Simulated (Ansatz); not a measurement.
**Relaxation of As**

The calculation used DFT PBEsol, scalar-relativistic, plane waves, PAW (Ansatz 0.2.0). Settings: 420 eV cutoff, 10×1×8 k-mesh, Gaussian smearing of 0.02 eV, no spin polarisation.

What was changed in P: P → As on all its sites, cell and atoms relaxed.

Command:

```bash
ansatz run input.yaml --threads 1 --pin off --max-ram 2560MiB --backend cpu --events-out ev --progress --plain --runs-dir out
```

Input:

```yaml
crystal:
  lattice:
    - [3.7994329841, 0.0, 0.0]
    - [0.0, 37.4192844933, 0.0]
    - [0.0, 0.0, 4.2450825437]
  atoms:
    - { symbol: As, position: [0.0, 0.9679247552, 0.5538375982] }
    - { symbol: As, position: [0.0, 0.0320752448, 0.4461624018] }
    - { symbol: As, position: [0.5, 0.0320752448, 0.0538375982] }
    - { symbol: As, position: [0.5, 0.9679247552, 0.9461624018] }
basis:
  ecutwfc: 420
kpoints:
  mp_grid: { grid: [10, 1, 8] }
hamiltonian:
  xc: pbesol
scf:
  occupations: { method: gaussian, width: 0.02 }
output:
  forces: true
  stress: true
  eigenvalues: true
relax:
  adjacent_minimum: "off"
  f_tol: 0.01
  max_steps: 60
  cell: { stress_tol: 0.1 }
```

F is the free energy. Steps run on the plane waves of an earlier cell, but the last one, and at times one on the way, on a freshly chosen basis, so a repeated geometry can differ a little in energy.

Steps:

```tsv
step	F − F(1) (eV)	largest force component (eV/Å)	V (Å³/atom)	P (GPa)
1	0.0000	0.074	150.883	-0.07
2	-0.0035	0.019	150.624	0.00
3	-0.0074	0.017	150.597	0.05
4	-0.0101	0.040	151.775	0.03
5	-0.0127	0.054	154.479	0.00
6	-0.0141	0.006	154.133	-0.01
7	-0.0147	0.006	154.133	0.00
```

Relaxed structure:

```cif
data_structure
_symmetry_space_group_name_H-M 'P 1'
_symmetry_Int_Tables_number 1
_cell_length_a 3.6794
_cell_length_b 37.4121
_cell_length_c 4.4789
_cell_angle_alpha 90.000
_cell_angle_beta 90.000
_cell_angle_gamma 90.000
_cell_volume 616.53
loop_
_atom_site_label
_atom_site_type_symbol
_atom_site_fract_x
_atom_site_fract_y
_atom_site_fract_z
_atom_site_occupancy
As1 As 0.00000 0.96809 0.56230 1
As2 As 0.00000 0.03191 0.43770 1
As3 As 0.50000 0.03191 0.06230 1
As4 As 0.50000 0.96809 0.93770 1
```

It takes space group Pmna (No. 53, orthorhombic). The conventional cell has a = 3.679 Å, b = 37.412 Å, c = 4.479 Å, α = 90.00°, β = 90.00°, γ = 90.00°. As (site symmetry m) has 3 As at 2.45 to 2.49 Å as nearest neighbours.

The run converged. Time: 4.4 min on 1 thread of Intel(R) Xeon(R) Platinum 8488C (Sapphire Rapids), on a shared host, peak memory 0.94 GiB.